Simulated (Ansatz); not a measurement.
Run on Te (omega type): DFT, PBE, PAW with Ansatz's default frozen-core files, scalar-relativistic (Ansatz 0.2.0). This run: volume at 0.43 of the series' base cell.

The cell comes from a relaxation on PAW files under the same functional, begun from a prototype that needn't be the stable phase.

Command: `ansatz run input.yaml --threads 1 --pin off --max-ram 3072MiB --backend cpu --events-out ev --progress --plain --runs-dir out` It took 6.1 s on 1 thread of Arm Neoverse V2, with other jobs on the host, peak memory 0.32 GiB.

```yaml
crystal:
  lattice:
    - [4.159981166, 0.0, 0.0]
    - [-2.079990583, 3.602649369, 0.0]
    - [0.0, 0.0, 2.4986801876]
  atoms:
    - { symbol: Te, position: [0.0, 0.0, 0.0] }
    - { symbol: Te, position: [0.3333333333, 0.6666666667, 0.5] }
    - { symbol: Te, position: [0.6666666667, 0.3333333333, 0.5] }
kpoints:
  mp_grid: { grid: [7, 7, 9] }
  band_path:
    path:
      - [0.0, 0.0, 0.0]
      - [0.5, 0.0, 0.0]
      - [0.3333333333, 0.3333333333, 0.0]
      - [0.0, 0.0, 0.0]
      - [0.0, 0.0, 0.5]
      - [0.5, 0.0, 0.5]
      - [0.3333333333, 0.3333333333, 0.5]
      - [0.0, 0.0, 0.5]
      - [0.5, 0.0, 0.5]
    npoints: 8
scf:
  occupations: { method: fermi_dirac, width: 0.1 }
hamiltonian:
  xc: pbe
  pseudopotentials: { kind: paw }
output:
  forces: true
  stress: true
  eigenvalues: true
  populations: true
  dos: { projected: true, de: 0.2, e_range: [-14, 8] }
```

Output:

```
Engine: ansatz 0.2.0
Pseudopotentials: kind: paw
Pseudopotential: Te, paw, valence charge 16, recommended cutoff 420 eV (normal), Te.paw.azcp
Functional definition: PBE
  parameter kappa = 0.804
  parameter beta = 0.06672455060314922
  exchange = pbe_x(kappa = kappa, mu = beta*pi^2/3)
  correlation = pbe_c(beta = beta)
Crystal: 3 atoms, lattice volume = 37.448 Å³
Basis set: ecut = 420 eV, 699 PW (Γ), exchange–correlation on 60×60×36 points (8 copies of the dense FFT grid, shifted against one another)
Bands: 29, of which v1, the nominal top of the filled ones, is band 24 counted from 1 (23 counted from 0)
Symmetry: 24 space group operations
Space group: P6/mmm (ITA 191), of the structure as read, at distance tolerance 3.3e-5 Å
k-points: 40 of 441
Non-local potential: Te, projectors of the file, l = 0: 2, l = 1: 2, l = 2: 2, l = 3: 2
PAW form: soft (Blöchl's): semilocal exchange-correlation on the pseudo side does not see the compensation charge
PAW one-centre angular grid: Te, 590 points (default); XC on 64 Gauss nodes
Initial density: superposition of atomic densities (neutral atoms: chi_scale 0, normalization atom), corrected by the library's trained network
Initial wavefunctions: pseudopotential atomic-orbital guess
Functional: x = pbe(κ = 0.804, μ = 0.2195149727645171), c = pbe(β = 0.06672455060314922)
SCF iter   1: F=—  HF=-20916.601787 eV  |F-HF|=—  |Δ(HF+E_count)|=         —  Δρ=1.62e-2  dr2=9.06e-2  ethr=1.77e-3  ⟨swp⟩=8.9  Hψ=12776  notcnv=0  defer=37
automatic band count: the SCF goes on with 34 bands, as 29 were too few: the levels above may hold too much charge
preconditioner: auto → none  [metal: Δε(μ)=0.051 eV  Ē_g=35.504 eV  σ=0.100 eV  W_gap=0.13  n_scr=8 (ndim 8)  ℏωp=42.0 eV  f_vac=0.000  D(μ)=2.00/eV (n_scr^D=26)  sad-step TF]
SCF iter   2: F=—  HF=-20916.573811 eV  |F-HF|=—  |Δ(HF+E_count)|=   2.80e-2  Δρ=9.55e-3  dr2=3.29e-2  ethr=1.89e-4  ⟨swp⟩=2.0  Hψ=1807  notcnv=0  defer=73
SCF iter   3: F=—  HF=-20916.558466 eV  |F-HF|=—  |Δ(HF+E_count)|=   1.53e-2  Δρ=1.05e-3  dr2=5.46e-4  ethr=6.85e-5  ⟨swp⟩=2.8  Hψ=2382  notcnv=0  defer=73
SCF iter   4: F=—  HF=-20916.558431 eV  |F-HF|=—  |Δ(HF+E_count)|=   3.52e-5  Δρ=6.52e-4  dr2=4.46e-4  ethr=1.14e-6  ⟨swp⟩=2.0  Hψ=1838  notcnv=0  defer=73
SCF iter   5: F=—  HF=-20916.558281 eV  |F-HF|=—  |Δ(HF+E_count)|=   1.50e-4  Δρ=1.50e-4  dr2=2.12e-5  ethr=9.29e-7  ⟨swp⟩=2.0  Hψ=1518  notcnv=0  defer=73
SCF iter   6: F=—  HF=-20916.558261 eV  |F-HF|=—  |Δ(HF+E_count)|=   1.92e-5  Δρ=3.09e-5  dr2=9.01e-7  ethr=4.42e-8  ⟨swp⟩=2.0  Hψ=1532  notcnv=0  defer=80
SCF iter   7: F=-20916.558261 eV  HF=-20916.558261 eV  |F-HF|=7.69e-9  |Δ(HF+E_count)|=   2.47e-7  Δρ=3.82e-6  dr2=1.05e-8  ethr=2.08e-10  ⟨swp⟩=9.7  Hψ=6007  notcnv=0
SCF 1 converged in 7 iterations: F = -20916.558261 eV  dr2 = 1.05e-8
  greatest PAW one-centre occupation: 1.000 electrons in one spin orbital (limit 2), on the Te atom at site 2 (counted from 0), in its partial waves of l = 2
NSCF: frozen V_eff on 65 k-points
SCF converged after 7 iterations
Free energy (F): -20916.558261 eV
Harris-Foulkes:  -20916.558261 eV  (|F-HF|=7.69e-9)
Internal energy: -20916.494044 eV  (E = F + TS)
E sigma→0 (E₀):  -20916.526152 eV
Entropy (-TS):   -0.064217 eV (-21.406 meV/atom)
Fermi energy:    32.233065 eV
--- Per-component energies (eV) ---
  E_band       = 188.899201
  E_kinetic    = 623.283180
  E_local      = -677.072119  (includes V_loc(G=0)·N_el)
  E_nonlocal   = -924.415840
  E_hartree    = 1330.825744
  E_xc         = -404.955605
  E_vxc        = -355.301269  (∫ρ·V_xc dr)
  E_paw        = -13990.067778  (= ΣΔE_a)
  E_vpaw       = -1139.245854  (= ΣTr[D̂ρ^β])
  E_aug_tail   = -0.000608  (compensation charges beyond the density's cutoff)
  E_ewald      = -6874.091017
  E_smearing   = -0.064217  (= −TS)
  E_closure    = -0.000000  (closes the sum)
  Σ components = -20916.558261   (vs F -20916.558261, Δ=0.00e0)
--- Forces (eV/Å), atoms counted from 1 ---
  atom   1  Te     0.00000000    -0.00000000     0.00000000
  atom   2  Te    -0.00000000     0.00000000     0.00000000
  atom   3  Te    -0.00000000    -0.00000000     0.00000000
  max |Σ_I F_I| component: 9.25e-18 eV/Å
--- Stress (GPa, compression-positive) ---
      312.428090       0.000000       0.000000
        0.000000     312.428090       0.000000
        0.000000       0.000000     312.336319
  P = ⅓ Tr σ = 312.3975 GPa (3123.975 kbar)
--- Band table (eV; the first three rows and the last of 40) ---
  k-point 0: bands = ["-8.0183", "-7.6244", "-7.6244", "-7.6029", "-7.3421", "-7.3421", "-7.3272", "-7.3272", "-7.2672", "-7.1641", "-7.1641", "-6.8201", "-6.8201", "-6.6733", "-6.6733", "7.6204", "19.8094", "19.8747", "20.9441", "20.9441", "21.2853", "21.2853", "31.5132", "37.0762", "40.9483", "41.5968", "41.5968", "42.6797", "42.6797", "43.2127", "43.3810", "43.5330", "43.5330", "45.6912"]
  k-point 1: bands = ["-7.9384", "-7.6204", "-7.6204", "-7.5139", "-7.3947", "-7.3947", "-7.3409", "-7.3409", "-7.1857", "-7.1857", "-7.1822", "-6.7984", "-6.7984", "-6.6952", "-6.6952", "7.9482", "20.0671", "20.1497", "21.2487", "21.2487", "21.6362", "21.6362", "28.4899", "39.9778", "40.1089", "40.1089", "40.1259", "40.1259", "40.3964", "40.4836", "41.2045", "42.1803", "42.1803", "46.4320"]
  k-point 2: bands = ["-7.7349", "-7.6102", "-7.6102", "-7.5147", "-7.5147", "-7.3798", "-7.3798", "-7.2858", "-7.2411", "-7.2411", "-6.9650", "-6.7556", "-6.7556", "-6.7444", "-6.7444", "8.9395", "20.8164", "20.9913", "22.1186", "22.1186", "22.6669", "22.6669", "24.1484", "35.5626", "35.8839", "36.2212", "36.2212", "36.6584", "36.6584", "41.9566", "43.6202", "43.6202", "45.0166", "46.7433"]
  k-point 39: bands = ["-7.8605", "-7.7038", "-7.6228", "-7.5372", "-7.5262", "-7.4932", "-7.3193", "-7.1375", "-7.1236", "-6.9884", "-6.8390", "-6.8163", "-6.7687", "-6.7507", "-6.5213", "16.0144", "17.7420", "17.9541", "19.4082", "21.1608", "21.1839", "27.8625", "28.8339", "31.1621", "31.5857", "33.0602", "34.9696", "38.7001", "39.7023", "40.9949", "41.4744", "41.5594", "43.2506", "43.5877"]
--- Löwdin populations: 3 sites ---
  site symbol       q [e]
     0     Te     15.8736
     1     Te     15.6221
     2     Te     15.6221
  spilling = 0.018379 (of n_electrons = 48.000000)
```

populations.tsv:

```
# site	symbol	l	j	q
# orbitals = lowdin
# n_electrons = 48.000000
# spilling = 0.018379
0	Te	0_5S	-	1.834117
0	Te	1_5P	-	4.043501
0	Te	2_4D	-	9.995932
1	Te	0_5S	-	1.747852
1	Te	1_5P	-	3.879596
1	Te	2_4D	-	9.994679
2	Te	0_5S	-	1.747852
2	Te	1_5P	-	3.879596
2	Te	2_4D	-	9.994679
```

Next run (volume at 0.43 of the series' base cell, core large), as changes to the input before:

```diff
   mp_grid: { grid: [7, 7, 9] }
-  band_path:
-    path:
-      - [0.0, 0.0, 0.0]
-      - [0.5, 0.0, 0.0]
-      - [0.3333333333, 0.3333333333, 0.0]
-      - [0.0, 0.0, 0.0]
-      - [0.0, 0.0, 0.5]
-      - [0.5, 0.0, 0.5]
-      - [0.3333333333, 0.3333333333, 0.5]
-      - [0.0, 0.0, 0.5]
-      - [0.5, 0.0, 0.5]
-    npoints: 8
 scf:
   xc: pbe
-  pseudopotentials: { kind: paw }
+  pseudopotentials: { kind: paw, core: large }
 output:
   eigenvalues: true
-  populations: true
-  dos: { projected: true, de: 0.2, e_range: [-14, 8] }
+  write_density: true
+  write_potential: true
+  elf: true
+  volumetric_format: npy
```

Command: `ansatz run input.yaml --threads 1 --pin off --max-ram 3072MiB --backend cpu --events-out ev --progress --plain --runs-dir out` It took 3.4 s on 1 thread of Arm Neoverse V2, on a shared host, peak memory 0.26 GiB.

Results part of the output:

```
SCF 1 converged in 7 iterations: F = -14811.706748 eV  dr2 = 5.46e-10
  greatest PAW one-centre occupation: 0.824 electrons in one spin orbital (limit 2), on the Te atom at site 0 (counted from 0), in its partial waves of l = 0
SCF converged after 7 iterations
Free energy (F): -14811.706748 eV
Harris-Foulkes:  -14811.706748 eV  (|F-HF|=2.42e-10)
Internal energy: -14811.643297 eV  (E = F + TS)
E sigma→0 (E₀):  -14811.675022 eV
Entropy (-TS):   -0.063451 eV (-21.150 meV/atom)
Fermi energy:    24.863759 eV
--- Per-component energies (eV) ---
  E_band       = 272.645019
  E_kinetic    = 283.669782
  E_local      = 147.955683  (includes V_loc(G=0)·N_el)
  E_nonlocal   = 138.368018
  E_hartree    = 1.648310
  E_xc         = -1089.488273
  E_vxc        = -283.531405  (∫ρ·V_xc dr)
  E_paw        = -13327.127767  (= ΣΔE_a)
  E_vpaw       = -17.113691  (= ΣTr[D̂ρ^β])
  E_aug_tail   = 0.000000  (compensation charges beyond the density's cutoff)
  E_ewald      = -966.669049
  E_smearing   = -0.063451  (= −TS)
  E_closure    = 0.000000  (closes the sum)
  Σ components = -14811.706748   (vs F -14811.706748, Δ=0.00e0)
--- Forces (eV/Å), atoms counted from 1 ---
  atom   1  Te     0.00000000     0.00000000     0.00000000
  atom   2  Te     0.00000000     0.00000000     0.00000000
  atom   3  Te    -0.00000000    -0.00000000     0.00000000
  max |Σ_I F_I| component: 9.25e-18 eV/Å
--- Stress (GPa, compression-positive) ---
      314.451165       0.000000       0.000000
        0.000000     314.451165       0.000000
        0.000000       0.000000     314.711921
  P = ⅓ Tr σ = 314.5381 GPa (3145.381 kbar)
--- Band table (eV; the first three rows and the last of 40) ---
  k-point 0: bands = ["0.2794", "12.4540", "12.5120", "13.4980", "13.4980", "13.8468", "13.8468", "24.1802", "29.6805", "33.6199", "34.2996", "34.2996", "35.3653", "35.3653", "35.9720", "36.1280", "36.2533"]
  k-point 1: bands = ["0.6049", "12.7207", "12.7938", "13.8033", "13.8033", "14.1956", "14.1956", "21.1100", "32.6560", "32.7498", "32.7498", "32.7754", "32.7754", "33.1516", "33.1678", "33.8878", "34.9007"]
  k-point 2: bands = ["1.5861", "13.4985", "13.6528", "14.6785", "14.6785", "15.2234", "15.2234", "16.7225", "28.2681", "28.6362", "28.8452", "28.8452", "29.2617", "29.2617", "34.6414", "36.3370", "36.3370"]
  k-point 39: bands = ["8.6054", "10.3331", "10.5514", "11.9975", "13.7473", "13.7883", "20.4763", "21.4608", "23.7943", "24.2368", "25.7111", "27.5982", "31.3799", "32.3331", "33.6727", "34.1359", "34.2126"]
```

Spin–orbit coupling is left out, which matters for the heavy atoms.
